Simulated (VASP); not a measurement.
Set up this calculation in VASP 6.6.1, as the native input.

* Task: single point
* Functional: PBE
* Potentials or basis: VASP PAW PBE potentials, release 64 (Cd, Se)
* Cutoff: 520 eV
* k mesh: 10 × 10 × 10
* Occupations: gaussian, width 0.05 eV
* Spin: no spin polarisation
* Dipole correction: no
* Further INCAR settings: ALGO = Fast; EDIFF = 1e-07; NBANDS = 16

The structure of CdSe lies in POSCAR:

```
CdSe
1.0
    0.0000000000      3.2002971839      3.2289735169
    3.2218197850      0.0307027120      3.1982708049
    3.2218197850      3.1695944719      0.0307027120
Cd Se
1 1
Direct
    0.0162852063     -0.0162852063     -0.0162852063
    0.7337147937      0.7662852063      0.7662852063
```

The cell comes from a database or a generator and needn't be the stable form of this composition.

The cell isn't the ideal one: strained and moved within a subgroup.

These files were run (other wordings do the same):

INCAR

```
  ALGO = Fast
  EDIFF = 1E-7
  ENCUT = 520
  GGA = PE
  ISIF = 2
  ISMEAR = 0
  LASPH = True
  LCHARG = True
  LELF = True
  LREAL = False
  LVHAR = True
  LWAVE = False
  NBANDS = 16
  NELM = 100
  PREC = Accurate
  SIGMA = 0.05
```

KPOINTS

```
k-points
0
Gamma
  10 10 10
```

Potentials or basis: VASP PAW PBE potentials, release 64 (Cd, Se).

Run with:

```console
$ cat potpaw_PBE.64/Cd/POTCAR potpaw_PBE.64/Se/POTCAR > POTCAR
$ mpirun -np 1 vasp_std > vasp.out
```

Results of the run:

| Property | Result |
| --- | --- |
| Pressure | -2.9 GPa |
| Largest force | 0.548 eV/Å |
| Band gap on the k mesh | 0.18 eV, direct |

It took 7.5 min on 1 thread of Intel(R) Xeon(R) Platinum 8259CL CPU @ 2.50GHz (Skylake/Cascade Lake), with other jobs on the host, peak memory 0.44 GiB.
